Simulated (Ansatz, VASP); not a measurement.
# CdS (Greenockite): VASP beside Ansatz

```
CELL_PARAMETERS angstrom
4.15000 0.00000 0.00000
-2.07500 3.59401 0.00000
0.00000 0.00000 6.73700
ATOMIC_POSITIONS crystal
Cd 0.33333 0.66667 0.00000
Cd 0.66667 0.33333 0.50000
S 0.33333 0.66667 0.37500
S 0.66667 0.33333 0.87500
```

Alike in both runs: task relaxation of shape and atoms at fixed volume; functional PBE; k mesh 6 × 6 × 4; no spin polarisation.

```csv
,VASP,Ansatz
version,VASP 6.6.1,Ansatz 0.2.0
potentials or method,"VASP PAW PBE potentials, release 64 (Cd, S)","plane waves, PAW"
plane-wave cutoff (eV),600,420
occupations,"gaussian, width 0.01 eV",fixed
valence electrons in the cell,36,52
```

Ansatz gave:

| Property | Result |
| --- | --- |
| relaxed volume (Å³/atom) | 25.12 |
| relaxed cell length with the largest relative difference (Å) | 6.751 |

Question: What did VASP give for the same quantities?

Answer: Relaxed volume (Å³/atom): 25.12; relaxed cell length with the largest relative difference (Å): 6.759.

The two sets of potentials don't hold the same shells in valence.
